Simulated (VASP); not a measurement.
# B (Cmce) in VASP: notebook

Runs on B. Level: PBEsol. Tasks: relaxation of cell and atoms, single point.

Program: VASP 6.6.1. These are calculated values, not measurements. Logs are shortened: lines on timing, memory, paths and dates and some standing lists are left out, and cuts for length are marked.

### Step 1. The structure

It takes space group Cmce (No. 64, orthorhombic). Conventional cell: a = 2.405 Å, b = 7.630 Å, c = 3.183 Å, α = 90.00°, β = 90.00°, γ = 90.00°. B (site symmetry m) is surrounded by 3 B at 1.58 to 1.60 Å.

The cell was built by a generator and needn't be a form met in nature.

### Step 2. Relaxation of cell and atoms, PBEsol

Contents of INCAR:

```
SYSTEM = B
PREC     = Accurate       ! precision mode
ENCUT    = 600            ! plane-wave cutoff, eV
EDIFF    = 1E-6           ! SCF threshold, eV
ISMEAR   = 0              ! smearing method
SIGMA    = 0.1            ! smearing width, eV
LREAL    = .False.        ! projectors in reciprocal space
LASPH    = .True.         ! aspherical terms in the spheres
NELM     = 100            ! most SCF steps
ALGO     = Fast           ! electronic algorithm
ISIF     = 3              ! what is computed and relaxed
LWAVE    = .False.        ! write WAVECAR
LCHARG   = .False.        ! write CHGCAR
GGA      = PS             ! functional
IBRION   = 2              ! ionic algorithm
NSW      = 90             ! ionic steps
EDIFFG   = -0.04          ! ionic threshold
```

Contents of KPOINTS:

```
regular mesh
0
Gamma
  8 8 6
  0 0 0
```

Contents of POSCAR:

```
B
1.0
    1.2026589084     -3.8150811294      0.0000000000
    1.2026589084      3.8150811294      0.0000000000
    0.0000000000      0.0000000000      3.1828676851
B
4
Direct
    0.0980000000      0.9020000000      0.9100000000
    0.5980000000      0.4020000000      0.5900000000
    0.9020000000      0.0980000000      0.0900000000
    0.4020000000      0.5980000000      0.4100000000
```

Potentials or basis: VASP PAW PBE potentials, release 64 (B).

The run is started by

```sh
$ cat potpaw_PBE.64/B/POTCAR > POTCAR
$ mpirun -np 1 vasp_std > vasp.out
```

OUTCAR:

```text
SYSTEM = B
   PREC = Accurate
   ENCUT = 600
   EDIFF = 1E-6
   ISMEAR = 0
   LREAL = .False.
   LASPH = .True.
   NELM = 100
   ISIF = 3
   GGA = PS
   IBRION = 2
   NSW = 90
   EDIFFG = -0.04

 ion  position               nearest neighbor table
   1  0.098  0.902  0.910-   2 1.58   2 1.58   3 1.60
   2  0.598  0.402  0.590-   1 1.58   1 1.58   4 1.60
   3  0.902  0.098  0.090-   4 1.58   4 1.58   1 1.60
   4  0.402  0.598  0.410-   3 1.58   3 1.58   2 1.60

  LATTYP: Found a base centered orthorhombic cell.
 ALAT       =     2.4053178168
 B/A-ratio  =     3.1722054381
 C/A-ratio  =     1.3232628399

  Lattice vectors:

 A1 = (   1.2026589084,  -3.8150811294,   0.0000000000)
 A2 = (   1.2026589084,   3.8150811294,   0.0000000000)
 A3 = (   0.0000000000,   0.0000000000,   3.1828676851)

Analysis of symmetry for initial positions (statically):
=====================================================================
 Subroutine PRICEL returns:
 Original cell was already a primitive cell.

 Routine SETGRP: Setting up the symmetry group for a
 base centered orthorhombic supercell.

 Subroutine GETGRP returns: Found  8 space group operations
 (whereof  4 operations were pure point group operations)
 out of a pool of  8 trial point group operations.

The static configuration has the point symmetry C_2h.
 The point group associated with its full space group is D_2h.

Analysis of symmetry for dynamics (positions and initial velocities):
=====================================================================
 Subroutine PRICEL returns:
 Original cell was already a primitive cell.

 Routine SETGRP: Setting up the symmetry group for a
 base centered orthorhombic supercell.

 Subroutine GETGRP returns: Found  8 space group operations
 (whereof  4 operations were pure point group operations)
 out of a pool of  8 trial point group operations.

The dynamic configuration has the point symmetry C_2h.
 The point group associated with its full space group is D_2h.

 Subroutine INISYM returns: Found  8 space group operations
 (whereof  4 operations are pure point group operations),
 and found     1 'primitive' translations

----------------------------------------------------------------------------------------

                                     Primitive cell

  volume of cell :      29.2075

  direct lattice vectors                    reciprocal lattice vectors
     1.202658908 -3.815081129  0.000000000     0.415745476 -0.131058812  0.000000000
     1.202658908  3.815081129  0.000000000     0.415745476  0.131058812  0.000000000
     0.000000000  0.000000000  3.182867685     0.000000000  0.000000000  0.314182083

  length of vectors
     4.000154056  4.000154056  3.182867685     0.435913653  0.435913653  0.314182083

  position of ions in fractional coordinates (direct lattice)
     0.098000000  0.902000000  0.910000000
     0.598000000  0.402000000  0.590000000
     0.902000000  0.098000000  0.090000000
     0.402000000  0.598000000  0.410000000

  ion indices of the primitive-cell ions
   primitive index   ion index
                 1           1
                 2           2
                 3           3
                 4           4

----------------------------------------------------------------------------------------

 KPOINTS: regular mesh

Automatic generation of k-mesh.
 Grid dimensions read from file:
 generate k-points for:    8    8    6

 Generating k-lattice:

  Cartesian coordinates                     Fractional coordinates (reciprocal lattice)
     0.051968184 -0.016382351  0.000000000     0.125000000  0.000000000  0.000000000
     0.051968184  0.016382351  0.000000000     0.000000000  0.125000000  0.000000000
     0.000000000  0.000000000  0.052363681     0.000000000  0.000000000  0.166666667

  Length of vectors
     0.054489207  0.054489207  0.052363681

  Shift w.r.t. Gamma in fractional coordinates (k-lattice)
     0.000000000  0.000000000  0.000000000

 Subroutine IBZKPT returns following result:
 ===========================================

 Found     84 irreducible k-points:

 Following reciprocal coordinates:
            Coordinates               Weight
  0.000000  0.000000  0.000000      1.000000
  0.125000 -0.000000  0.000000      4.000000
  0.250000 -0.000000  0.000000      4.000000
  0.375000 -0.000000  0.000000      4.000000
  0.500000 -0.000000  0.000000      2.000000
  0.125000  0.125000  0.000000      2.000000
[... 16 lines left out ...]
  0.125000 -0.000000  0.166667      8.000000
  0.250000 -0.000000  0.166667      8.000000
 [... further k-points ...]
   k-points           NKPTS =     84   k-points in BZ     NKDIM =     84   number of bands    NBANDS=     10
   number of dos      NEDOS =    301   number of ions     NIONS =      4
   total plane-waves  NPLWV =  28672
   dimension x,y,z NGX =    32 NGY =   32 NGZ =   28
   dimension x,y,z NGXF=    64 NGYF=   64 NGZF=   56
   ions per type =               4
   NGX,Y,Z   is equivalent  to a cutoff of  13.30, 13.30, 14.62 a.u.
   NGXF,Y,Z  is equivalent  to a cutoff of  26.60, 26.60, 29.25 a.u.
 SYSTEM =  B
   PREC   = accura    normal or accurate (medium, high low for compatibility)
   ISTART =      0    job   : 0-new  1-cont  2-samecut
   ICHARG =      2    charge: 1-file 2-atom 10-const
   ISPIN  =      1    spin polarized calculation?
   LNONCOLLINEAR =      F non collinear calculations
   LSORBIT =      F    spin-orbit coupling
   LASPH  =      T    aspherical Exc in radial PAW
   ENCUT  =  600.0 eV  44.10 Ry    6.64 a.u.   7.99  7.99  6.36*2*pi/ulx,y,z
   NELM   =    100;   NELMIN=  2; NELMDL= -5     # of ELM steps
   EDIFF  = 0.1E-05   stopping-criterion for ELM
   LREAL  =      F    real-space projection
   EDIFFG = -.4E-01   stopping-criterion for IOM
   NSW    =     90    number of steps for IOM
   IBRION =      2    ionic relax: 0-MD 1-quasi-New 2-CG
   NFREE  =      1    steps in history (QN), initial steepest desc. (CG)
   ISIF   =      3    stress and relaxation
   ISYM   =      2    0-nonsym 1-usesym 2-fastsym
   POTIM  = 0.5000    time-step for ionic-motion
   TEBEG  =    0.0;   TEEND  =   0.0 temperature during run
   PSTRESS=    0.0 pullay stress
   NELECT =      12.0000    total number of electrons
   NUPDOWN=      -1.0000    fix difference up-down
   EMIN   =  10.00;   EMAX   =-10.00  energy-range for DOS
   EFERMI =   0.00;   METHOD = LEGACY
   ISMEAR =     0;   SIGMA  =   0.10  broadening in eV -4-tet -1-fermi 0-gaus
   EFERMI_NEDOS =   21; number of points for ismear=-14 and -15
   IALGO  =     68    algorithm
   IMIX   =      4    mixing-type and parameters
     AMIX     =   0.40;   BMIX     =  1.00
     AMIX_MAG =   1.60;   BMIX_MAG =  1.00
  volume/ion in A,a.u.               =       7.30        49.28
  Fermi-wavevector in a.u.,A,eV,Ry     =   1.217037  2.299866 20.152651  1.481178
  Thomas-Fermi vector in A             =   2.352370
   LORBIT       =      0    0 simple, 1 ext, 2 COOP (PROOUT), +10 PAW based schemes
   GGA     = PS    functional components
   LHFCALC =     F    Hartree Fock is set to
   AEXX    =    0.0000 exact exchange contribution
   IVDW    =     0    specifies the selected vdW correction
   LEPSILON=     F    determine dielectric tensor
   LRPA    =     F    only Hartree local field effects (RPA)
 conjugate gradient relaxation of ions
 non-spin polarized calculation
 RMM-DIIS sequential band-by-band and
 Gauss-broadening in eV      SIGMA  =   0.10
  energy-cutoff  :      600.00
  volume of cell :       29.21
 maximum number of plane-waves:       991
   NGX = 15   NGY = 15   NGZ = 13

--------------------------------------- Ionic step        1  -------------------------------------------

 number of electron      12.0000000 magnetization

 Free energy of the ion-electron system (eV)
  ---------------------------------------------------
  ext. energy  EPLUGINS =         0.00000000
  ---------------------------------------------------
  free energy    TOTEN  =       -21.18598925 eV

  energy without entropy =      -21.17878532  energy(sigma->0) =      -21.18238729

------------------------ aborting loop because EDIFF is reached ----------------------------------------

  FORCE on cell =-STRESS in cart. coord.  units (eV):
  Direction    XX          YY          ZZ          XY          YZ          ZX
  --------------------------------------------------------------------------------------
  -------------------------------------------------------------------------------------
  Total       10.2328346      4.9322202      7.0997286      0.0000000      0.0000000      0.0000000
  in kB      561.3215379    270.5566460    389.4551910      0.0000000      0.0000000      0.0000000
  external PRESSURE =     407.1111250 kB  Pullay stress =       0.0000000 kB
[... 95 lines left out ...]
  FREE ENERGIE OF THE ION-ELECTRON SYSTEM (eV)
  ---------------------------------------------------
  free  energy   TOTEN  =       -21.9654237354 eV

  energy  without entropy=      -21.9584938379  energy(sigma->0) =      -21.96195879

 E-fermi :  11.1075     XC(G=0): -14.1055

 val. band max:       11.1036459709   @ k =   0.3750   0.2500   0.3333
 cond. band min:      11.1196505600   @ k =  -0.1250   0.1250   0.0000
 fundamental gap:      0.0160045892
 Fermi energy:        11.1074757188

 k-point     1 :       0.0000    0.0000    0.0000
  band No.  band energies     occupation
      1      -8.3689      2.00000
      2       3.2827      2.00000
      3       5.7823      2.00000
      4       7.2401      2.00000
      5       8.8339      2.00000
      6       9.5459      2.00000
      7      12.2099      0.00000
      8      16.7915      0.00000
      9      18.1350      0.00000
     10      32.3666      0.00000
[... 287 lines left out ...]
 k-point    24 :       0.2500   -0.0000    0.1667
  band No.  band energies     occupation
      1      -6.8966      2.00000
      2       0.4969      2.00000
      3       4.4820      2.00000
      4       5.9528      2.00000
      5       9.6945      2.00000
      6      11.1245      0.80960
      7      12.7731      0.00000
      8      17.8846      0.00000
      9      19.6931      0.00000
     10      22.0547      0.00000

 [... further k-points ...]

[... ionic steps 4 to 32 ...]

--------------------------------------- Ionic step       33  -------------------------------------------

 number of electron      12.0000000 magnetization

------------------------ aborting loop because EDIFF is reached ----------------------------------------
[... 71 lines left out ...]
--------------------------------------- Ionic step       35  -------------------------------------------

 number of electron      12.0000000 magnetization

 Free energy of the ion-electron system (eV)
  ---------------------------------------------------
  ext. energy  EPLUGINS =         0.00000000
  ---------------------------------------------------
  free energy    TOTEN  =       -27.18037697 eV

  energy without entropy =      -27.17872167  energy(sigma->0) =      -27.17954932

 E-fermi :   8.8925     XC(G=0): -12.5358

 val. band max:        8.8912302591   @ k =   0.5000   0.3750   0.0000
 cond. band min:       8.9172973506   @ k =   0.5000   0.5000   0.1667
 fundamental gap:      0.0260670916
 Fermi energy:         8.8925427796

 k-point     1 :       0.0000    0.0000    0.0000
  band No.  band energies     occupation
      1      -9.0089      2.00000
      2       0.9134      2.00000
      3       2.9583      2.00000
      4       4.2827      2.00000
      5       5.3495      2.00000
      6       9.4523      0.00000
      7       9.8431      0.00000
      8      11.4098      0.00000
      9      11.4761      0.00000
     10      17.2654      0.00000
[... 330 lines left out ...]
  FREE ENERGIE OF THE ION-ELECTRON SYSTEM (eV)
  ---------------------------------------------------
  free  energy   TOTEN  =       -27.1803769729 eV

  energy  without entropy=      -27.1787216732  energy(sigma->0) =      -27.17954932

 reached required accuracy - stopping structural energy minimisation
```

It took 3.8 min on 1 thread of Intel Xeon 6975P-C (Granite Rapids), shared host; peak memory 0.18 GiB.

What came out:

| Item | Value |
| --- | --- |
| Free energy | -27.1804 eV |
| Relaxed volume | 6.31 Å³/atom |
| Relaxed cell | a = 3.032 Å, b = 3.032 Å, c = 3.252 Å, α = 90.00°, β = 90.00°, γ = 122.37° |
| Space group after relaxing (to 0.05 Å) | Cmce (No. 64) |
| Energy gained by relaxing | 1498.6 meV/atom |
| Ionic steps | 35 |
| Pressure after relaxing | 0.1 GPa |
| Largest force after relaxing | 0.008 eV/Å |
| Band gap on the k mesh | none (metal or under the smearing width) |

Forces in eV/Å, atoms in the order of the input:
```
B    0.000  0.005  0.007
B    0.000  0.005 -0.007
B    0.000 -0.005 -0.007
B    0.000 -0.005  0.007
```

The path:
```tsv
step	energy change (eV)	largest force (eV/Å)	pressure (GPa)	volume (Å³)
1	0.0000	2.6282	40.71	29.21
2	-0.1669	1.2572	-28.38	37.74
3	-0.7794	0.5351	-5.20	33.21
4	-0.7801	0.5447	-4.39	33.10
5	-0.9402	0.4685	-4.44	32.54
6	-1.7174	0.8559	-4.90	30.74
7	-3.8994	1.2451	-0.14	26.67
8	7.0075	8.0169	323.77	17.39
9	-2.7369	4.7892	22.30	26.03
10	-2.7817	1.6677	77.10	21.81
11	-3.1660	4.3747	39.96	23.90
12	-3.2062	3.5742	50.40	23.14
13	-3.1784	3.2421	55.08	22.86
14	-3.1930	3.0999	55.30	22.84
15	-3.2215	2.6764	56.06	22.77
16	-3.2032	1.8761	58.67	22.63
17	-3.2252	2.3850	56.81	22.72
18	-3.2522	2.3728	55.97	22.76
19	-3.3321	2.3387	53.50	22.87
20	-3.4865	2.2837	48.69	23.10
21	-3.7723	2.1131	39.57	23.57
22	-4.2645	1.8280	22.83	24.50
23	-4.9124	1.2306	-2.99	26.41
24	-5.0358	0.3192	-34.02	30.41
25	-5.1566	0.6274	-24.38	28.79
26	-5.3987	0.5296	-23.79	28.50
27	-5.8294	0.3062	-19.49	27.54
28	-5.8628	0.2861	-17.40	27.21
29	-5.9487	0.2103	-10.15	26.33
30	-5.9893	0.1842	-0.58	25.34
31	-5.9897	0.1888	0.65	25.23
32	-5.9925	0.1180	0.44	25.23
33	-5.9941	0.0421	0.19	25.24
34	-5.9941	0.0417	0.19	25.24
35	-5.9944	0.0084	0.06	25.26
```

Final structure:
```
CELL_PARAMETERS angstrom
1.46154 -2.65669 0.00000
1.46154 2.65669 0.00000
0.00000 0.00000 3.25225
ATOMIC_POSITIONS crystal
B 0.15632 0.84368 0.90962
B 0.65632 0.34368 0.59038
B 0.84368 0.15632 0.09038
B 0.34368 0.65632 0.40962
```

Caveat: the PAW data sets were made with another functional, which shifts forces and pressure a little.

(Part 1 of 2 ends here.)
